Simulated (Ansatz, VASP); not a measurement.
**Cross-check of C (C (Fd-3m)) between VASP and Ansatz**

Wanted: the spread between two codes on one cell, functional and k mesh. The cell is taken from a series of runs on this material, whose earlier steps may have relaxed, scaled, displaced or heated it; both programs get it as it stands.

Main program and level: Ansatz 0.2.0; plane waves, with VASP 6.6.1 beside it; single point at PBE0 form with 17 % exact exchange with an exact-exchange share of 0.17.

In doubt: a hybrid run on one k-point (step 2), which bears on gaps, levels and energies.

## Step 1: The starting structure

It takes space group Fd-3m (No. 227, cubic). Conventional cell: a = 3.572 Å, b = 3.572 Å, c = 3.572 Å, α = 90.00°, β = 90.00°, γ = 90.00°. Nearest to C lie 4 C at 1.55 Å.

## Step 2: Ansatz: single point, PBE0 form with 17 % exact exchange with an exact-exchange share of 0.17

Ansatz runs on its default PAW (the set named soft_2) files.

With cell and atoms fixed, the geometry can't cause a difference; cores, projectors, grids and the points listed under the comparison can.

File input.yaml:

```yaml
crystal:
  lattice:
    - [-3.57156236, 3.57156236, 3.57156236]
    - [3.57156236, -3.57156236, 3.57156236]
    - [3.57156236, 3.57156236, -3.57156236]
  atoms:
    - { symbol: C, position: [0.0, 0.0, 0.0] }
    - { symbol: C, position: [0.0, 0.25, 0.75] }
    - { symbol: C, position: [0.0, 0.5, 0.5] }
    - { symbol: C, position: [0.0, 0.75, 0.25] }
    - { symbol: C, position: [0.25, 0.0, 0.75] }
    - { symbol: C, position: [0.25, 0.25, 0.5] }
    - { symbol: C, position: [0.25, 0.5, 0.25] }
    - { symbol: C, position: [0.25, 0.75, 0.0] }
    - { symbol: C, position: [0.5, 0.0, 0.5] }
    - { symbol: C, position: [0.5, 0.25, 0.25] }
    - { symbol: C, position: [0.5, 0.5, 0.0] }
    - { symbol: C, position: [0.5, 0.75, 0.75] }
    - { symbol: C, position: [0.75, 0.0, 0.25] }
    - { symbol: C, position: [0.75, 0.25, 0.0] }
    - { symbol: C, position: [0.75, 0.5, 0.75] }
    - { symbol: C, position: [0.75, 0.75, 0.5] }
    - { symbol: C, position: [0.0, 0.0, 0.75] }
    - { symbol: C, position: [0.0, 0.25, 0.5] }
    - { symbol: C, position: [0.0, 0.5, 0.25] }
    - { symbol: C, position: [0.0, 0.75, 0.0] }
    - { symbol: C, position: [0.25, 0.0, 0.5] }
    - { symbol: C, position: [0.25, 0.25, 0.25] }
    - { symbol: C, position: [0.25, 0.5, 0.0] }
    - { symbol: C, position: [0.25, 0.75, 0.75] }
    - { symbol: C, position: [0.5, 0.0, 0.25] }
    - { symbol: C, position: [0.5, 0.25, 0.0] }
    - { symbol: C, position: [0.5, 0.5, 0.75] }
    - { symbol: C, position: [0.5, 0.75, 0.5] }
    - { symbol: C, position: [0.75, 0.0, 0.0] }
    - { symbol: C, position: [0.75, 0.25, 0.75] }
    - { symbol: C, position: [0.75, 0.5, 0.5] }
    - { symbol: C, position: [0.75, 0.75, 0.25] }
basis:
  ecutwfc: 420.0
  ecutrho_ratio: 4
  xc_grid: 2
  fft_grid_basis: typed
  precision: f64
kpoints:
  mp_grid: { grid: [1, 1, 1] }
hamiltonian:
  xc: { preset: pbe0, exx: 0.17 }
  pseudopotentials: { kind: paw }
scf:
  max_iter: 100
  occupations: { method: fixed }
checkpoint:
  write: "../host.hyb.run"
  compress: false
  write_wavefunctions: true
  write_every: 100000
```

The run is started by

```bash
$ ansatz run input.yaml --threads 4 --pin off --max-ram 9420MiB --backend cpu --events-out ev --progress --plain --runs-dir out
```

Numbers of over 12 decimals in the logs are rounded to 6 here.

Output:

```text
Engine: ansatz 0.2.0, aarch64-unknown-linux-gnu
Pseudopotentials: kind: paw
Pseudopotential: C, paw, valence charge 4, recommended cutoff 420 eV (normal), C.paw.azcp
Functional definition: unnamed
  parameter a_1 = 0.17
  exchange = (1 - a_1)*pbe_x + a_1*exact_x
  correlation = pbe_c
davidson cushion auto → on  (no smearing: the cushion is to keep the highest requested band from converging to the state above it; pin scf.eigensolver.cushion to override)
Crystal: 32 atoms, lattice volume = 182.236 Å³
Basis set: ecut = 420 eV, 3559 PW (Γ), exchange–correlation on 90×90×90 points (8 copies of the dense FFT grid, shifted against one another)
Bands: 96, of which v1, the nominal top of the filled ones, is band 64 counted from 1 (63 counted from 0)
Symmetry: 768 space group operations
Space group: Fd-3m (ITA 227), of the structure as read, at distance tolerance 5.7e-5 Å
k-points: 1
Non-local potential: C, projectors of the file, l = 0: 2, l = 1: 2, l = 2: 1
PAW form: soft (Blöchl's): semilocal exchange-correlation on the pseudo side does not see the compensation charge
PAW frozen core: C, regenerated for the run's functional, and the local potential with it (the file was generated under x = pbe(κ = 0.804, μ = 0.219515), c = pbe(β = 0.066725))
PAW one-centre angular grid: C, 110 points (default); XC on 64 Gauss nodes
Initial density: superposition of atomic densities (neutral atoms: chi_scale 0, normalization atom), corrected by the library's trained network
Initial wavefunctions: pseudopotential atomic-orbital guess
Functional: x = pbe(κ = 0.804, μ = 0.219515), c = pbe(β = 0.066725), warm-up for x = 0.83 pbe(κ = 0.804, μ = 0.219515) + 0.17 exact, c = pbe(β = 0.066725)
SCF iter   1: F=—  HF=-8020.780412 eV  |F-HF|=—  |Δ(HF+E_count)|=         —  Δρ=6.87e-3  dr2=5.93e-2  ethr=1.77e-3  ⟨swp⟩=5.0  Hψ=451  notcnv=0
preconditioner: auto → none  [insulator: Δε(μ)=4.767 eV  Ē_g=16.729 eV  n_scr=54 (ndim 8)  ℏωp=31.1 eV  f_vac=0.000]
SCF iter   2: F=—  HF=-8020.760642 eV  |F-HF|=—  |Δ(HF+E_count)|=   1.98e-2  Δρ=2.63e-3  dr2=7.99e-3  ethr=4.64e-5  ⟨swp⟩=4.0  Hψ=241  notcnv=0
iter 3 solved again at ethr=1.40e-8 eV; its pass at ethr=6.24e-6 eV (dr2=1.79e-5 eV) is discarded
SCF iter   3: F=-8020.758070 eV  HF=-8020.758059 eV  |F-HF|=1.15e-5  |Δ(HF+E_count)|=   2.58e-3  Δρ=1.93e-4  dr2=1.65e-5  ethr=1.40e-8  ⟨swp⟩=5.0  Hψ=557  notcnv=0
SCF 1 stopped early in 3 iterations: F = -8020.758070 eV  dr2 = 1.65e-5
  greatest PAW one-centre occupation: 0.637 electrons in one spin orbital (limit 2), on the C atom at site 15 (counted from 0), in its partial waves of l = 0
Initial density: handed on by an earlier stage of this run
Initial wavefunctions: those handed on with the density
Functional: x = 0.83 pbe(κ = 0.804, μ = 0.219515) + 0.17 exact, c = pbe(β = 0.066725)
Exchange kernel: α = 0.1700, full range, Wigner–Seitz truncation, v(0) = 1114.5159 eV·Å³, q-mesh 1×1×1, nearest image of the exchange supercell L = 6.19 Å, pair-density grid 32×32×32, without the augmentation charges, whose exchange is taken in its separable form (sized by the pseudopotential files, 36×36×36 at the most)
Frozen-core exchange: fock
SCF iter   1: F=—  HF=-8023.708155 eV  |F-HF|=—  |Δ(HF+E_count)|=         —  Δρ=7.19e-3  dr2=3.96e-2  ethr=1.29e-7  ⟨swp⟩=7.0  Hψ=563  notcnv=0
preconditioner: auto → none  [insulator: Δε(μ)=6.100 eV  Ē_g=18.899 eV  n_scr=54 (ndim 8)  ℏωp=31.1 eV  f_vac=0.000]
SCF iter   2: F=—  HF=-8023.692757 eV  |F-HF|=—  |Δ(HF+E_count)|=   1.54e-2  Δρ=3.13e-3  dr2=5.46e-3  ethr=1.29e-7  ⟨swp⟩=5.0  Hψ=405  notcnv=0
SCF iter   3: F=—  HF=-8023.703593 eV  |F-HF|=—  |Δ(HF+E_count)|=   1.08e-2  Δρ=3.88e-4  dr2=9.52e-5  ethr=1.29e-7  ⟨swp⟩=5.0  Hψ=342  notcnv=0
SCF iter   4: F=-8023.703564 eV  HF=-8023.703564 eV  |F-HF|=2.01e-7  |Δ(HF+E_count)|=   2.98e-5  Δρ=2.16e-5  dr2=3.13e-6  ethr=6.62e-8  ⟨swp⟩=3.0  Hψ=214  notcnv=0
SCF 2 stopped early in 4 iterations: F = -8023.703564 eV  dr2 = 3.13e-6
  greatest PAW one-centre occupation: 0.640 electrons in one spin orbital (limit 2), on the C atom at site 15 (counted from 0), in its partial waves of l = 0
hybrid outer 1: dexx = +1.325e-2 eV, tail = 8.60e-6 eV
Exchange kernel: α = 0.1700, full range, Wigner–Seitz truncation, v(0) = 1114.5159 eV·Å³, q-mesh 1×1×1, nearest image of the exchange supercell L = 6.19 Å, pair-density grid 32×32×32, without the augmentation charges, whose exchange is taken in its separable form (sized by the pseudopotential files, 36×36×36 at the most)
Frozen-core exchange: fock
SCF iter   1: F=—  HF=-8023.703532 eV  |F-HF|=—  |Δ(HF+E_count)|=         —  Δρ=1.78e-5  dr2=3.13e-7  ethr=3.36e-8  ⟨swp⟩=4.0  Hψ=221  notcnv=0
preconditioner: auto → none  [insulator: Δε(μ)=6.136 eV  Ē_g=18.907 eV  n_scr=54 (ndim 8)  ℏωp=31.1 eV  f_vac=0.000]
iter 2 solved again at ethr=1.61e-12 eV; its pass at ethr=2.33e-10 eV (dr2=2.06e-9 eV) is discarded
SCF iter   2: F=-8023.703532 eV  HF=-8023.703532 eV  |F-HF|=2.87e-9  |Δ(HF+E_count)|=   6.06e-8  Δρ=2.98e-6  dr2=2.92e-8  ethr=1.61e-12  ⟨swp⟩=4.0  Hψ=539  notcnv=0
SCF 3 converged in 2 iterations: F = -8023.703532 eV  dr2 = 2.92e-8
  greatest PAW one-centre occupation: 0.640 electrons in one spin orbital (limit 2), on the C atom at site 31 (counted from 0), in its partial waves of l = 0
hybrid outer 2: dexx = +4.330e-7 eV, tail = 5.93e-8 eV, Δε = 3.07e-4 eV (about 2.45e-5 eV left of the loop's levels)
hybrid SCF converged: 2 outer / 6 inner (+3 warm-up), last move |dexx| = 4.33e-7 eV, tail = 5.93e-8 eV
Stability not checked: this state was not tested for a lower state beside it, because the functional holds exact exchange (a hybrid, or Hartree-Fock), whose exchange loop this test does not read (fock_operator; see scf.lower_state_search)
Free energy (F): -8023.703533 eV
Frozen-core exchange: fock
Harris-Foulkes:  -8023.703533 eV  (|F-HF|=2.87e-9)
Internal energy: -8023.703533 eV  (E = F + TS)
E sigma→0 (E₀):  -8023.703533 eV
Fermi energy:    12.549062 eV
--- Per-component energies (eV) ---
  E_band       = 394.366264
  E_kinetic    = 2961.019328
  E_local      = -1960.646418  (includes V_loc(G=0)·N_el)
  E_nonlocal   = 838.947510
  E_hartree    = 432.439144
  E_xc         = -1320.483959
  E_vxc        = -1637.974198  (∫ρ·V_xc dr)
  E_exx        = -235.491883  (= α·E_x^exact, valence–valence)
  E_paw        = -3179.248589  (= ΣΔE_a)
  E_vpaw       = -200.876704  (= ΣTr[D̂ρ^β])
  E_aug_tail   = 0.000294  (compensation charges beyond the density's cutoff)
  E_ewald      = -5559.864680
  E_core_change = -0.374278  (= ΣΔE_core)
  E_smearing   = -0.000000  (= −TS)
  E_closure    = -0.000000  (closes the sum)
  Σ components = -8023.703533   (vs F -8023.703533, Δ=0.00e0)
--- Band table (eV) ---
  k-point 0: bands = [... 60 lower, 9.3788, 12.5491, 12.5491, 12.5491, 18.6855, 18.6855, 18.6855, 18.6855, ... 19 higher]
  guard bands above this table: 9 of the run's 96 bands. The solve was not asked for them (output.publish_guard_bands: true or output.eigenvalues: true publishes all)
```

## Step 3: VASP: single point, PBE0 form with 17 % exact exchange with an exact-exchange share of 0.17

The same cell, functional and mesh now go to VASP, with its own data sets.

Lines of VASP's logs that name or quote its potential files are left out, and so is its time.

The run reads the wave functions of an earlier VASP run, which isn't shown here.

File INCAR:

```
SYSTEM = C
PREC = Accurate
ENCUT = 520
EDIFF = 1E-06
NELM = 100
ISMEAR = 0
SIGMA = 0.01
LREAL = Auto
ALGO = Normal
LHFCALC = .TRUE.
AEXX = 0.17
GGA = PE
LASPH = .TRUE.
NBANDS = 86
PRECFOCK = Fast
LORBIT = 11
LWAVE = .FALSE.
LCHARG = .FALSE.
ISIF = 2
```

File POSCAR:

```
C
1.0
   -3.5715623600      3.5715623600      3.5715623600
    3.5715623600     -3.5715623600      3.5715623600
    3.5715623600      3.5715623600     -3.5715623600
C
32
Direct
    0.0000000000      0.0000000000      0.0000000000
    0.0000000000      0.2500000000      0.7500000000
    0.0000000000      0.5000000000      0.5000000000
    0.0000000000      0.7500000000      0.2500000000
    0.2500000000      0.0000000000      0.7500000000
    0.2500000000      0.2500000000      0.5000000000
    0.2500000000      0.5000000000      0.2500000000
    0.2500000000      0.7500000000      0.0000000000
    0.5000000000      0.0000000000      0.5000000000
    0.5000000000      0.2500000000      0.2500000000
    0.5000000000      0.5000000000      0.0000000000
    0.5000000000      0.7500000000      0.7500000000
    0.7500000000      0.0000000000      0.2500000000
    0.7500000000      0.2500000000      0.0000000000
    0.7500000000      0.5000000000      0.7500000000
    0.7500000000      0.7500000000      0.5000000000
    0.0000000000      0.0000000000      0.7500000000
    0.0000000000      0.2500000000      0.5000000000
    0.0000000000      0.5000000000      0.2500000000
    0.0000000000      0.7500000000      0.0000000000
    0.2500000000      0.0000000000      0.5000000000
    0.2500000000      0.2500000000      0.2500000000
    0.2500000000      0.5000000000      0.0000000000
    0.2500000000      0.7500000000      0.7500000000
    0.5000000000      0.0000000000      0.2500000000
    0.5000000000      0.2500000000      0.0000000000
    0.5000000000      0.5000000000      0.7500000000
    0.5000000000      0.7500000000      0.5000000000
    0.7500000000      0.0000000000      0.0000000000
    0.7500000000      0.2500000000      0.7500000000
    0.7500000000      0.5000000000      0.5000000000
    0.7500000000      0.7500000000      0.2500000000
```

File KPOINTS:

```
Automatic mesh
0
Gamma
1 1 1
0 0 0
```

Potentials, in the order of the species: C (PBE family, release 64).

The run is started by

```bash
$ export OMP_NUM_THREADS=3
$ mpirun -np 1 vasp_gam
```

Output:

```text
[banner, memory and clock lines left out]
running    1 mpi-ranks, on    1 nodes
[...]
Offloading initialized ...    1 GPUs detected
[...]
LDA part: xc-table for (Slater+PW92), standard interpolation
 found WAVECAR, reading the header
 POSCAR, INCAR and KPOINTS ok, starting setup
[...]
reading WAVECAR
 the WAVECAR file was read successfully
 initial charge from wavefunction
 entering main loop
       N       E                     dE             d eps       ncg     rms          rms(c)
DAV:   1    -0.331111423427E+03   -0.33111E+03   -0.19013E+00   172   0.520E+00    0.207E+00
DAV:   2    -0.331112202346E+03   -0.77892E-03   -0.19730E-02   186   0.519E-01    0.116E+00
DAV:   3    -0.331107734490E+03    0.44679E-02   -0.25624E-03   172   0.183E-01    0.641E-01
DAV:   4    -0.331106505680E+03    0.12288E-02   -0.98837E-04   172   0.115E-01    0.341E-01
[...]
DAV:   8    -0.331106070871E+03    0.55023E-05   -0.37578E-06   168   0.776E-03    0.296E-02
DAV:   9    -0.331106069851E+03    0.10192E-05   -0.11282E-06    86   0.461E-03    0.159E-02
DAV:  10    -0.331106069942E+03   -0.90385E-07   -0.34253E-07    86   0.273E-03
   1 F= -.33110607E+03 E0= -.33110607E+03  d E =-.267182E-39
```

From OUTCAR (step 3):

```text
  Total       -3.9680596     -3.9680596     -3.9680596      0.0000000     -0.0000000     -0.0000000
  in kB      -34.8862322    -34.8862322    -34.8862322      0.0000000     -0.0000000     -0.0000000
  external PRESSURE =     -34.8862322 kB  Pullay stress =       0.0000000 kB

 POSITION                                       TOTAL-FORCE (eV/Angst)
 -----------------------------------------------------------------------------------
      0.00000      0.00000      0.00000         0.000000      0.000000      0.000000
      3.57156      1.78578     -1.78578         0.000000      0.000000      0.000000
      3.57156      0.00000      0.00000         0.000000      0.000000      0.000000
      3.57156     -1.78578      1.78578         0.000000      0.000000     -0.000000
      1.78578      3.57156     -1.78578         0.000000      0.000000     -0.000000
      1.78578      1.78578      0.00000         0.000000      0.000000      0.000000
      1.78578      0.00000      1.78578         0.000000      0.000000     -0.000000
      1.78578     -1.78578      3.57156         0.000000      0.000000     -0.000000
      0.00000      3.57156      0.00000         0.000000      0.000000     -0.000000
      0.00000      1.78578      1.78578         0.000000      0.000000     -0.000000
      0.00000      0.00000      3.57156         0.000000      0.000000      0.000000
      3.57156      1.78578      1.78578         0.000000      0.000000     -0.000000
     -1.78578      3.57156      1.78578         0.000000      0.000000     -0.000000
     -1.78578      1.78578      3.57156         0.000000      0.000000      0.000000
[...]
-----------------------------------------------------------------------------------
    total drift:                               -0.000000     -0.000000     -0.000000

  FREE ENERGIE OF THE ION-ELECTRON SYSTEM (eV)
  ---------------------------------------------------
  free  energy   TOTEN  =      -331.1060699419 eV

  energy  without entropy=     -331.1060699419  energy(sigma->0) =     -331.10606994

[... 3 further parts left out ...]
[key lines of the parts left out:]
E-fermi :   8.9854
```

The k-mesh is coarse for unscreened exact exchange, which converges slowly with it.

## Step 4: Side by side

Known differences besides the potentials themselves: exact exchange at q = 0 is treated differently, which shows on coarse meshes; VASP keeps PBE cores, Ansatz makes them for the functional; fixed occupations in Ansatz, narrow Gaussian smearing in VASP; the cutoff is 420 eV in Ansatz and 520 eV in VASP (PREC = Accurate, projectors in real space); VASP takes a coarser grid for exact exchange (PRECFOCK = Fast). Total energies have different zeros and are not compared.

Compared:

| quantity | Ansatz | VASP | difference |
| --- | --- | --- | --- |
| gap on the k mesh (eV) | 6.136 | 6.255 | -0.119 |

A gap on the mesh is an upper bound, since the band edges may lie between its points.

## Step 5: What came out

```yaml
difference_in_gap_on_the_k_mesh_single_point_pbe0_form_with_17_exact_exchange_with_an_exact_exchange_share_of_0p17: -0.12 eV
```

**Reading.** The difference in gap on the k mesh is -0.12 eV (single point, PBE0 form with 17 % exact exchange with an exact-exchange share of 0.17), beyond the 0.08 eV picked in this series as the mark of a large difference. What causes the difference of the single point, PBE0 form with 17 % exact exchange with an exact-exchange share of 0.17 pair stays open here. How closely two codes agree says nothing of how well the functional describes the real material.

[Lines on the potential files, build, host, timing and source positions are cut from VASP's logs without a mark.]

[Logs are printed without paths, hosts, clocks, repeated set-up lines and the standing remarks that a program may print on its own settings, such as how far it seeks lower states.]

[Hosts, paths, dates, database ids (printed as entryN), source tags and the programs' standing remarks are cut or masked in the printed files.]
